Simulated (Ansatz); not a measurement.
Fe in Ansatz: the effect of pseudo set

Crystal: Fe.

```
Fe
1.0
    -1.44300    1.44300    1.44300
     1.44300   -1.44300    1.44300
     1.44300    1.44300   -1.44300
Fe
1
Cartesian
  0.0000 0.0000 0.0000
```

Alike in all runs:

| Item | Value |
| --- | --- |
| Program | Ansatz 0.2.0 |
| Task | band structure |
| Functional | PBE |
| k mesh | 13 × 13 × 13 |
| Occupations | fermi-dirac, width 0.05 eV |
| Spin | collinear spin, ferromagnetic start |
| Starting moments | [3.0] μB |

Q: One run gave: pressure -5.7 GPa; moment 2.40 μB. Which pseudo set did it use?
A. JTH PAW
B. PseudoDojo stringent
C. Ansatz PAW earlier set
D. SPMS NC
E. SSSP efficiency PAW

A: D.

```csv
pseudo set,cutoff,pressure (GPa),moment (μB)
Ansatz PAW,420 eV (not typed: the program's choice for these potentials),-9.5,2.25
Ansatz PAW accurate,950 eV,-9.7,2.24
SSSP efficiency PAW,1225 eV,-9.1,2.24
JTH PAW,1320 eV (not typed: the program's choice for these potentials),-10.1,2.26
SPMS NC,871 eV (not typed: the program's choice for these potentials),-5.7,2.40
PseudoDojo standard,1225 eV,-4.9,2.46
PseudoDojo stringent,1605 eV,-7.8,2.35
Ansatz PAW earlier set,844 eV (not typed: the program's choice for these potentials),-9.7,2.24
Ansatz NC,1225 eV (not typed: the program's choice for these potentials),-9.5,2.26
```
